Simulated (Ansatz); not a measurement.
# Ag(100) / 3 layers Al(100) / Ag(100): resistance against film thickness, part 2 of 2

Wanted: interface resistance and thickness dependence for Ag(100) / 3 layers Al(100) / Ag(100).

Ansatz 0.2.0; Ansatz plane-wave DFT, PBE, PAW files; ballistic transport by layer matching (Landauer), zero bias; PAW set soft_1 (the session's first sound run).

So far, junction conductance per cell (G₀): step 2 (with 3 layers) 0.660; step 3 (14 atoms, film layers 5) 0.544.

**4. With 6 layers, film layers 6**

The stack now holds 6 film layers; the k-mesh follows the cell, and the energies span -0.27 to 0.27 eV.

System of this step: Ag(100) / 6 layers Al(100) / Ag(100). The cell holds 14 atoms: 8 Ag and 6 Al. Its edges and angles: a = 2.889 Å, b = 2.889 Å, c = 28.263 Å, α = 90.0°, β = 90.0°, γ = 90.0°. It derives from Ag and Al. Regions: lead, 8 atoms (8 Ag); films, 6 atoms (6 Al). The structure is stacked along c, and the current runs across the ab planes.

input.yaml

```yaml
crystal:
  lattice:
    - [2.8893797293, 0.0, 0.0]
    - [0.0, 2.8893797293, 0.0]
    - [0.0, 0.0, 28.2625390388]
  atoms:
    - { symbol: Ag, position: [0.0, 0.0, 0.0361450186] }
    - { symbol: Ag, position: [0.5, 0.5, 0.1084350559] }
    - { symbol: Ag, position: [0.0, 0.0, 0.1807250931] }
    - { symbol: Ag, position: [0.5, 0.5, 0.2530151304] }
    - { symbol: Al, position: [0.0, 0.0, 0.3243001242] }
    - { symbol: Al, position: [0.5, 0.5, 0.3945800745] }
    - { symbol: Al, position: [0.0, 0.0, 0.4648600248] }
    - { symbol: Al, position: [0.5, 0.5, 0.5351399752] }
    - { symbol: Al, position: [0.0, 0.0, 0.6054199255] }
    - { symbol: Al, position: [0.5, 0.5, 0.6756998758] }
    - { symbol: Ag, position: [0.0, 0.0, 0.7469848696] }
    - { symbol: Ag, position: [0.5, 0.5, 0.8192749069] }
    - { symbol: Ag, position: [0.0, 0.0, 0.8915649441] }
    - { symbol: Ag, position: [0.5, 0.5, 0.9638549814] }
kpoints:
  mp_grid: { grid: [13, 13, 1] }
hamiltonian:
  xc: pbe
  pseudopotentials: { kind: paw, azcp: { folder: soft_1 } }
scf:
  occupations: { method: fermi_dirac, width: 0.1 }
output:
  transmission:
    leads: [[0, 1]]
    kmesh: [26, 26]
    e_range: [-0.27, 0.27]
    de: 0.036
  write_potential: true
  write_density: true
  volumetric_format: npy
```

Launch:

```console
> ansatz run input.yaml --threads 4 --pin off --max-ram 8192MiB --backend cpu --events-out ev --progress --plain --runs-dir out
```

Numbers of over 12 decimals in the logs are rounded to 6 here.

The program printed:

```text
[...]
Crystal: 14 atoms, lattice volume = 235.950 Å³
Basis set: ecut = 420 eV, 4579 PW (Γ)
Bands: 102, of which v1, the nominal top of the filled ones, is band 85 counted from 1 (84 counted from 0)
Symmetry: 16 space group operations
[...]
k-points: 28 of 169
[...]
--- Transmission ---
  basis      : 69 plane waves across, 36 finite elements along
  points     : 105, standing for a mesh of 26 x 26
[...]
filled         : 17.0 meV over the level at which it is neutral
    channels       : 9.245562e-1 a spin
[...]
slowest decay  : 0.0797 /Å at (0.5000, 0.2308)
  junction   : crystal 0 to crystal 0, 0.70 to 26.92 Å
    transmission   : 4.971468e-1 a spin
[...]
resistance     : 9.3755e-4 Ω µm² beyond half of each lead's own
[key lines of the parts left out:]
SCF converged after 11 iterations
Free energy (F): -63950.054610 eV
Fermi energy:    13.377103 eV
```

The job ended after 40 s (4 threads of Intel Xeon Platinum 8488C (Sapphire Rapids), shared host; peak memory 1 GiB; 2.5 min of CPU time).

This step gave:

| Item | Value |
| --- | --- |
| free energy | -63950.0546 eV |
| energy at zero smearing | -63949.9830 eV |
| Fermi energy | 13.38 eV |
| step of the lead's potential | 7.6 meV |
| ballistic conductance of the lead | 8.53e14 S/m² |
| estimated errors of the lead's conductance | 0, 4.7, 0.2 % (band edges, k-mesh, distance from neutral) |
| lead conductance per cell | 0.9186 G₀ |
| conductance of the junction | 4.74e14 S/m² |
| junction conductance per cell | 0.5105 G₀ |
| estimated errors of the junction's conductance | 0.4, 0, 6.6, 2.9, 0.3 % (energy step, band edges, k-mesh, leads' steps, distance from neutral) |
| area resistance that the stack adds (contact term taken off, spin by spin) | 0.9375 fΩ m² |

Per spin. Table of transmission, zone mean by energy, zero at the Fermi level:

```csv
energy (eV),"transmission, zone mean"
-0.270,0.516
-0.234,0.494
-0.198,0.502
-0.162,0.514
-0.126,0.509
-0.090,0.519
-0.054,0.513
-0.018,0.519
0.018,0.497
0.054,0.513
0.090,0.525
0.126,0.522
0.162,0.530
0.198,0.531
0.234,0.538
0.270,0.529
```

The conductance of the junction is 4.7e14 S/m², 6.1 % under the 5.0e14 S/m² of the last finished run, within the error estimates, leads' steps apart, of 5.6 and 6.6 %.

**5. With 8 layers, film layers 8**

The stack now holds 8 film layers; the k-mesh follows the cell, and the energies span -0.27 to 0.27 eV.

System of this step: Ag(100) / 8 layers Al(100) / Ag(100). The cell holds 16 atoms: 8 Ag and 8 Al. Cell: a = 2.889 Å, b = 2.889 Å, c = 32.235 Å, α = 90.0°, β = 90.0°, γ = 90.0°. It derives from Ag and Al. Regions: lead, 8 atoms (8 Ag); films, 8 atoms (8 Al). The structure is stacked along c, and the current runs across the ab planes.

input.yaml, the sections that differ from step 4:

```yaml
crystal:
  lattice:
    - [2.8893797293, 0.0, 0.0]
    - [0.0, 2.8893797293, 0.0]
    - [0.0, 0.0, 32.2351187184]
  atoms:
    - { symbol: Ag, position: [0.0, 0.0, 0.0316905921] }
    - { symbol: Ag, position: [0.5, 0.5, 0.0950717764] }
    - { symbol: Ag, position: [0.0, 0.0, 0.1584529607] }
    - { symbol: Ag, position: [0.5, 0.5, 0.221834145] }
    - { symbol: Al, position: [0.0, 0.0, 0.284334145] }
    - { symbol: Al, position: [0.5, 0.5, 0.3459529607] }
    - { symbol: Al, position: [0.0, 0.0, 0.4075717764] }
    - { symbol: Al, position: [0.5, 0.5, 0.4691905921] }
    - { symbol: Al, position: [0.0, 0.0, 0.5308094079] }
    - { symbol: Al, position: [0.5, 0.5, 0.5924282236] }
    - { symbol: Al, position: [0.0, 0.0, 0.6540470393] }
    - { symbol: Al, position: [0.5, 0.5, 0.715665855] }
    - { symbol: Ag, position: [0.0, 0.0, 0.778165855] }
    - { symbol: Ag, position: [0.5, 0.5, 0.8415470393] }
    - { symbol: Ag, position: [0.0, 0.0, 0.9049282236] }
    - { symbol: Ag, position: [0.5, 0.5, 0.9683094079] }
# kpoints, hamiltonian, scf, output: as in step 4
```

The program printed:

```text
[...]
Crystal: 16 atoms, lattice volume = 269.115 Å³
Basis set: ecut = 420 eV, 5231 PW (Γ)
Bands: 106, of which v1, the nominal top of the filled ones, is band 88 counted from 1 (87 counted from 0)
Symmetry: 16 space group operations
[...]
k-points: 28 of 169
[...]
--- Transmission ---
  basis      : 69 plane waves across, 41 finite elements along
  points     : 105, standing for a mesh of 26 x 26
[...]
filled         : 40.3 meV over the level at which it is neutral
    channels       : 9.245562e-1 a spin
[...]
slowest decay  : 0.0455 /Å at (0.5000, 0.2308)
  junction   : crystal 0 to crystal 0, 0.70 to 30.89 Å
    transmission   : 4.563169e-1 a spin
[...]
resistance     : 1.1627e-3 Ω µm² beyond half of each lead's own
[key lines of the parts left out:]
SCF converged after 11 iterations
Free energy (F): -65025.052941 eV
Fermi energy:    12.717997 eV
```

Run time: 45 s. Hardware: 4 threads; peak memory 1.2 GiB; 2.9 min of CPU time.

This step gave:

* free energy: -65025.0529 eV
* energy at zero smearing: -65024.9643 eV
* Fermi energy: 12.72 eV
* step of the lead's potential: 4.2 meV
* ballistic conductance of the lead: 8.56e14 S/m²
* estimated errors of the lead's conductance: 0, 4.6, 0.6 % (band edges, k-mesh, distance from neutral)
* lead conductance per cell: 0.9225 G₀
* conductance of the junction: 4.29e14 S/m²
* junction conductance per cell: 0.4623 G₀
* estimated errors of the junction's conductance: 0.2, 0, 8, 2.2, 0.1 % (energy step, band edges, k-mesh, leads' steps, distance from neutral)
* area resistance that the stack adds (contact term taken off, spin by spin): 1.163 fΩ m²

Per spin. Table of transmission, zone mean by energy, zero at the Fermi level:

```csv
energy (eV),"transmission, zone mean"
-0.270,0.439
-0.234,0.450
-0.198,0.450
-0.162,0.453
-0.126,0.466
-0.090,0.466
-0.054,0.468
-0.018,0.454
0.018,0.456
0.054,0.475
0.090,0.487
0.126,0.535
0.162,0.518
0.198,0.493
0.234,0.486
0.270,0.471
```

The conductance of the junction is 4.3e14 S/m², 9.4 % under the 4.7e14 S/m² of the last finished run, no more than the error estimates, leads' steps apart, of 6.6 and 8 % together.

**6. With 10 layers, film layers 10**

The stack now holds 10 film layers; the k-mesh follows the cell, and the energies span -0.27 to 0.27 eV.

System of this step: Ag(100) / 10 layers Al(100) / Ag(100). The cell holds 18 atoms: 8 Ag and 10 Al. Its edges and angles: a = 2.889 Å, b = 2.889 Å, c = 36.208 Å, α = 90.0°, β = 90.0°, γ = 90.0°. It derives from Ag and Al. Regions: lead, 8 atoms (8 Ag); films, 10 atoms (10 Al). The structure is stacked along c, and the current runs across the ab planes.

input.yaml, the sections that differ from step 5:

```yaml
crystal:
  lattice:
    - [2.8893797293, 0.0, 0.0]
    - [0.0, 2.8893797293, 0.0]
    - [0.0, 0.0, 36.207698398]
  atoms:
    - { symbol: Ag, position: [0.0, 0.0, 0.0282136133] }
    - { symbol: Ag, position: [0.5, 0.5, 0.0846408398] }
    - { symbol: Ag, position: [0.0, 0.0, 0.1410680664] }
    - { symbol: Ag, position: [0.5, 0.5, 0.1974952929] }
    - { symbol: Al, position: [0.0, 0.0, 0.2531380155] }
    - { symbol: Al, position: [0.5, 0.5, 0.3079962343] }
    - { symbol: Al, position: [0.0, 0.0, 0.3628544531] }
    - { symbol: Al, position: [0.5, 0.5, 0.4177126718] }
    - { symbol: Al, position: [0.0, 0.0, 0.4725708906] }
    - { symbol: Al, position: [0.5, 0.5, 0.5274291094] }
    - { symbol: Al, position: [0.0, 0.0, 0.5822873282] }
    - { symbol: Al, position: [0.5, 0.5, 0.6371455469] }
    - { symbol: Al, position: [0.0, 0.0, 0.6920037657] }
    - { symbol: Al, position: [0.5, 0.5, 0.7468619845] }
    - { symbol: Ag, position: [0.0, 0.0, 0.8025047071] }
    - { symbol: Ag, position: [0.5, 0.5, 0.8589319336] }
    - { symbol: Ag, position: [0.0, 0.0, 0.9153591602] }
    - { symbol: Ag, position: [0.5, 0.5, 0.9717863867] }
# kpoints, hamiltonian, scf, output: as in step 5
```

The program printed:

```text
[...]
Crystal: 18 atoms, lattice volume = 302.281 Å³
Basis set: ecut = 420 eV, 5869 PW (Γ)
Bands: 110, of which v1, the nominal top of the filled ones, is band 91 counted from 1 (90 counted from 0)
Symmetry: 16 space group operations
[...]
k-points: 28 of 169
[...]
--- Transmission ---
  basis      : 69 plane waves across, 46 finite elements along
  points     : 105, standing for a mesh of 26 x 26
[...]
filled         : 44.7 meV over the level at which it is neutral
    channels       : 9.245562e-1 a spin
[...]
slowest decay  : 0.0360 /Å at (0.5000, 0.2308)
  junction   : crystal 0 to crystal 0, 0.70 to 34.86 Å
    transmission   : 4.893462e-1 a spin
[...]
resistance     : 1.1347e-3 Ω µm² beyond half of each lead's own
[key lines of the parts left out:]
SCF converged after 11 iterations
Free energy (F): -66100.084054 eV
Fermi energy:    12.191921 eV
```

Run time: 51 s. Hardware: 4 threads; peak memory 1.3 GiB; 3.3 min of CPU time.

This step gave:

| Property | Result |
| --- | --- |
| free energy | -66100.0841 eV |
| energy at zero smearing | -66099.9880 eV |
| Fermi energy | 12.19 eV |
| step of the lead's potential | 9.1 meV |
| ballistic conductance of the lead | 8.57e14 S/m² |
| estimated errors of the lead's conductance | 0, 4.6, 0.7 % (band edges, k-mesh, distance from neutral) |
| lead conductance per cell | 0.9234 G₀ |
| conductance of the junction | 4.34e14 S/m² |
| junction conductance per cell | 0.4681 G₀ |
| estimated errors of the junction's conductance | 0.4, 0, 10.2, 6.2, 5.9 % (energy step, band edges, k-mesh, leads' steps, distance from neutral) |
| area resistance that the stack adds (contact term taken off, spin by spin) | 1.135 fΩ m² |

Per spin. Transmission, zone mean against energy, zero at the Fermi level:

```csv
energy (eV),"transmission, zone mean"
-0.270,0.396
-0.234,0.423
-0.198,0.413
-0.162,0.415
-0.126,0.418
-0.090,0.421
-0.054,0.422
-0.018,0.445
0.018,0.489
0.054,0.503
0.090,0.510
0.126,0.502
0.162,0.469
0.198,0.464
0.234,0.454
0.270,0.438
```

The conductance of the junction is 4.3e14 S/m², 1.3 % over the 4.3e14 S/m² of the last finished run, within the error estimates, leads' steps apart, of 8 and 10 %.

**7. All levels side by side**

Times are for 4 threads of Intel Xeon Platinum 8488C (Sapphire Rapids), shared host. The series side by side:

```csv
no.,film layers,"area resistance that the stack adds (contact term taken off, spin by spin) (fΩ m²)",conductance of the junction (S/m²),time,memory (GiB)
1,3,0.4619,6.12e14,84 s,0.98
2,5,0.8131,5.05e14,41 s,1.1
3,6,0.9375,4.74e14,40 s,1.0
4,8,1.163,4.29e14,45 s,1.2
5,10,1.135,4.34e14,51 s,1.3
```

**8. With 5 layers**

A repeat with a changed input, to see how far the result depends on it.

This step: Ansatz plane-wave DFT, PBEsol, PAW files; ballistic transport by layer matching (Landauer), zero bias; changed: scf.occupations.method = "gaussian", scf.occupations.width = 0.01, hamiltonian.xc = "pbesol"; PAW set soft_1 (Ansatz 0.2.0).

System of this step: Ag(100) / 5 layers Al(100) / Ag(100). The cell holds 14 atoms: 9 Ag and 5 Al. Its edges and angles: a = 2.889 Å, b = 2.889 Å, c = 28.319 Å, α = 90.0°, β = 90.0°, γ = 90.0°. It derives from Ag and Al. Regions: lead, 9 atoms (9 Ag); films, 5 atoms (5 Al). The structure is stacked along c, and the current runs across the ab planes.

input.yaml

```yaml
crystal:
  lattice:
    - [2.8893797293, 0.0, 0.0]
    - [0.0, 2.8893797293, 0.0]
    - [0.0, 0.0, 28.319349199]
  atoms:
    - { symbol: Ag, position: [0.0, 0.0, 0.0360725097] }
    - { symbol: Ag, position: [0.5, 0.5, 0.1082175292] }
    - { symbol: Ag, position: [0.0, 0.0, 0.1803625487] }
    - { symbol: Ag, position: [0.5, 0.5, 0.2525075682] }
    - { symbol: Al, position: [0.0, 0.0, 0.3236495604] }
    - { symbol: Al, position: [0.5, 0.5, 0.3937885253] }
    - { symbol: Al, position: [0.0, 0.0, 0.4639274903] }
    - { symbol: Al, position: [0.5, 0.5, 0.5340664552] }
    - { symbol: Al, position: [0.0, 0.0, 0.6042054201] }
    - { symbol: Ag, position: [0.5, 0.5, 0.6753474123] }
    - { symbol: Ag, position: [0.0, 0.0, 0.7474924318] }
    - { symbol: Ag, position: [0.5, 0.5, 0.8196374513] }
    - { symbol: Ag, position: [0.0, 0.0, 0.8917824708] }
    - { symbol: Ag, position: [0.5, 0.5, 0.9639274903] }
kpoints:
  mp_grid: { grid: [13, 13, 1] }
hamiltonian:
  xc: pbesol
  pseudopotentials: { kind: paw, azcp: { folder: soft_1 }, xc_functional: pbe }
scf:
  occupations: { method: gaussian, width: 0.01 }
output:
  transmission:
    leads: [[0, 1]]
    kmesh: [26, 26]
    e_range: [-0.27, 0.27]
    de: 0.036
  write_potential: true
  write_density: true
  volumetric_format: npy
```

The program printed:

```text
[...]
Crystal: 14 atoms, lattice volume = 236.425 Å³
Basis set: ecut = 420 eV, 4587 PW (Γ)
Bands: 112, of which v1, the nominal top of the filled ones, is band 93 counted from 1 (92 counted from 0)
Symmetry: 16 space group operations
[...]
k-points: 28 of 169
[...]
SCF iter   1: F=—  HF=-70331.270557 eV  |F-HF|=—  |Δ(HF+E_count)|=         —  Δρ=9.36e-2  dr2=2.50e2  ethr=3.10e-3  ⟨swp⟩=5.2  Hψ=10570  notcnv=0  defer=119
[...]
SCF iter  11: F=-70323.569450 eV  HF=-70323.569450 eV  |F-HF|=7.18e-8  |Δ(HF+E_count)|=   1.03e-7  Δρ=2.43e-6  dr2=7.69e-8  ethr=5.38e-11  ⟨swp⟩=9.7  Hψ=12589  notcnv=0
SCF 1 converged in 11 iterations: F = -70323.569450 eV  dr2 = 7.69e-8
[...]
transmission: 379 of 3780 steps passed
transmission: 756 of 3780 steps passed
[...]
transmission: 3780 of 3780 steps passed
SCF converged after 11 iterations
Free energy (F): -70323.569450 eV
[...]
Internal energy: -70323.569123 eV  (E = F + TS)
E sigma→0 (E₀):  -70323.569286 eV
Entropy (-TS):   -0.000326 eV (-0.023 meV/atom)
Fermi energy:    13.921494 eV
[...]
--- Band table (eV; the first three rows and the last of 28) ---
  k-point 0: bands = [... 89 lower, 10.8821, 11.0666, 11.0666, 12.3062, 13.0115, 14.6749, 15.3053, 18.1291, ... 15 higher]
  k-point 1: bands = [... 89 lower, 10.9965, 11.0616, 11.0769, 12.5884, 13.2932, 14.9855, 15.4551, 17.3611, ... 15 higher]
  k-point 2: bands = [... 89 lower, 11.0277, 11.4346, 11.6662, 13.2222, 13.9018, 15.2558, 15.7383, 15.9376, ... 15 higher]
  k-point 27: bands = [... 89 lower, 13.3787, 14.1293, 14.2256, 14.7625, 14.8172, 15.0329, 15.6185, 15.6345, ... 15 higher]
--- Transmission ---
  basis      : 69 plane waves across, 36 finite elements along
  points     : 105, standing for a mesh of 26 x 26
[...]
filled         : 70.1 meV over the level at which it is neutral
    channels       : 9.363905e-1 a spin
[...]
slowest decay  : 0.0888 /Å at (0.4231, 0.4231)
  junction   : crystal 0 to crystal 0, -0.70 to 25.58 Å
    transmission   : 5.377204e-1 a spin
[...]
resistance     : 8.0815e-4 Ω µm² beyond half of each lead's own
```

It took 40 s on 4 threads; peak memory 1.1 GiB.

This step gave:

- free energy: -70323.5694 eV
- energy at zero smearing: -70323.5693 eV
- Fermi energy: 13.92 eV
- step of the lead's potential: 3.5 meV
- ballistic conductance of the lead: 8.62e14 S/m²
- estimated errors of the lead's conductance: 0, 4.6, 1.2 % (band edges, k-mesh, distance from neutral)
- lead conductance per cell: 0.9290 G₀
- conductance of the junction: 5.08e14 S/m²
- junction conductance per cell: 0.5475 G₀
- estimated errors of the junction's conductance: 0.2, 0, 5.5, 1.1, 1.4 % (energy step, band edges, k-mesh, leads' steps, distance from neutral)
- area resistance that the stack adds (contact term taken off, spin by spin): 0.8082 fΩ m²

Per spin. The transmission, zone mean by energy, zero at the Fermi level:

```csv
energy (eV),"transmission, zone mean"
-0.270,0.586
-0.234,0.574
-0.198,0.569
-0.162,0.558
-0.126,0.550
-0.090,0.559
-0.054,0.560
-0.018,0.552
0.018,0.538
0.054,0.552
0.090,0.550
0.126,0.555
0.162,0.556
0.198,0.561
0.234,0.549
0.270,0.568
```

With the changed settings the conductance of the junction moves by 0.66 % from the earlier run's 5.0e14 S/m².

**9. Summary of results**

| Item | Value |
| --- | --- |
| area resistance, 3 layers | 0.462 fΩ m² |
| area resistance, 5 layers | 0.813 fΩ m² |
| area resistance, 6 layers | 0.938 fΩ m² |
| area resistance, 8 layers | 1.16 fΩ m² |
| area resistance, 10 layers | 1.13 fΩ m² |

**Reading.** The stack adds 0.46 fΩ m² with 3 layers and 1.1 fΩ m² with 10. From 5 to 10 layers it grows by 40 %, though no single step exceeds the two runs' error estimates together; nothing scatters inside a perfect film, so this is no ohmic growth. Atoms sit on ideal sites and aren't relaxed. The program's error estimates for the conductances, leads' steps apart, run from 5.2 to 10 %. Al(100) is stretched by 0.94 % in plane to fit Ag(100), at its own atomic volume.

[Logs are printed without paths, hosts, clocks, repeated set-up lines and the standing remarks that a program may print on its own settings, such as how far it seeks lower states.]

[Hosts, paths, dates, database ids (printed as entryN), source tags and the programs' standing remarks are cut or masked in the printed files.]
